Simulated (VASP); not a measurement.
Wanted: the native input for a VASP 6.6.1 run.

* Task: single point
* Functional: PBE
* Potentials or basis: VASP PAW PBE potentials, release 64 (Si)
* Cutoff: 520 eV
* k mesh: 6 × 6 × 6
* Occupations: gaussian, width 0.02 eV
* Spin: no spin polarisation
* Further INCAR settings: ALGO = Normal; EDIFF = 1e-07; NBANDS = 11

The structure of Si lies in POSCAR:

```
Si
1.0
    0.0000000000      2.7135600000      2.7135600000
    2.7135600000      0.0000000000      2.7135600000
    2.7135600000      2.7135600000      0.0000000000
Si
2
Direct
    0.7500000000      0.7500000000      0.7500000000
    0.5000000000      0.5000000000      0.5000000000
```

One way to write it, as run:

INCAR

```
SYSTEM = Si
PREC = Accurate ; ENCUT = 520
EDIFF = 1E-7 ; ISMEAR = 0
SIGMA = 0.02 ; LREAL = .FALSE.
LASPH = .TRUE. ; NELM = 60
ALGO = Normal ; ISIF = 2
LWAVE = .FALSE. ; LCHARG = .FALSE.
GGA = PE ; NBANDS = 11
```

KPOINTS

```
regular mesh
0
G
  6 6 6
  0 0 0
```

Potentials or basis: VASP PAW PBE potentials, release 64 (Si).

Run with:

```bash
$ cat potpaw_PBE.64/Si/POTCAR > POTCAR
$ mpirun -np 1 vasp_std > vasp.out
```

It gave:

```yaml
Pressure: 2.2 GPa
Band_gap_on_the_k_mesh: 0.70 eV, indirect (least direct gap 2.56 eV)
```

Wall time 8.2 s on 1 thread of Intel(R) Xeon(R) Platinum 8375C CPU @ 2.90GHz (Ice Lake) (shared host), peak memory 0.15 GiB.
